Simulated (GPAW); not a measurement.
Fe2Ge:

```
CELL_PARAMETERS angstrom
4.16363 0.00000 0.00000
-2.08182 3.60581 0.00000
0.00000 0.00000 2.62647
ATOMIC_POSITIONS crystal
Ge 0.00000 0.00000 0.00000
Fe 0.33333 0.66667 0.50000
Fe 0.66667 0.33333 0.50000
```

The cell comes from a database or a generator and needn't be the stable form of this composition.

```yaml
Program: GPAW 26.7.0
Task: relaxation of cell and atoms
Functional: PBEsol
Dispersion: D3(BJ)
Potentials_or_basis: PAW data sets generated in the run's folder for this functional
Cutoff: 600 eV
Basis: pw
k_mesh: 5 × 5 × 7
Occupations: fermi-dirac, width 0.05 eV
Spin: collinear spin, ferromagnetic start
Starting_moments: "[0.0, 3.0, 3.0] μB"
```

At the start: pressure -10.9 GPa; volume 13.14 Å³/atom.

Task: How do energy, volume and symmetry change on relaxing?

Result: Over 11 steps the energy falls by 63.8 meV/atom and the volume is 11.48 Å³/atom (-12.7 %); space group P6/mmm (No. 191, to 0.05 Å); moment 2.35 μB per cell.

The path:
| step | energy change (eV) | largest force (eV/Å) | pressure (GPa) | volume (Å³) |
| --- | --- | --- | --- | --- |
| 1 | 0.0000 | 0.0000 | -10.87 | 39.43 |
| 2 | -0.0314 | 0.0000 | -9.48 | 38.93 |
| 3 | -0.1172 | 0.0000 | 0.20 | 35.95 |
| 4 | -0.1177 | 0.0000 | 0.10 | 35.97 |
| 5 | -0.1197 | 0.0000 | -0.67 | 35.94 |
| 6 | -0.1368 | 0.0000 | -5.99 | 35.69 |
| 7 | -0.1613 | 0.0000 | -3.58 | 35.05 |
| 8 | -0.1842 | 0.0000 | 3.49 | 33.85 |
| 9 | -0.1899 | 0.0000 | 0.33 | 34.34 |
| 10 | -0.1911 | 0.0000 | 0.03 | 34.42 |
| 11 | -0.1913 | 0.0000 | 0.00 | 34.44 |

Final structure:
```xyz
3
Lattice="3.8941 0.0000 0.0000 -1.9471 3.3724 0.0000 0.0000 0.0000 2.6222" Properties=species:S:1:pos:R:3 pbc="T T T"
Ge    0.0000    0.0000    0.0000
Fe    0.0000    2.2483    1.3111
Fe    1.9471    1.1241    1.3111
```

Caveat: each step starts from the last one's moments, so a moment once lost doesn't come back; later steps reuse the first step's grids; pairwise dispersion overbinds metals, which lowers pressure and volume.
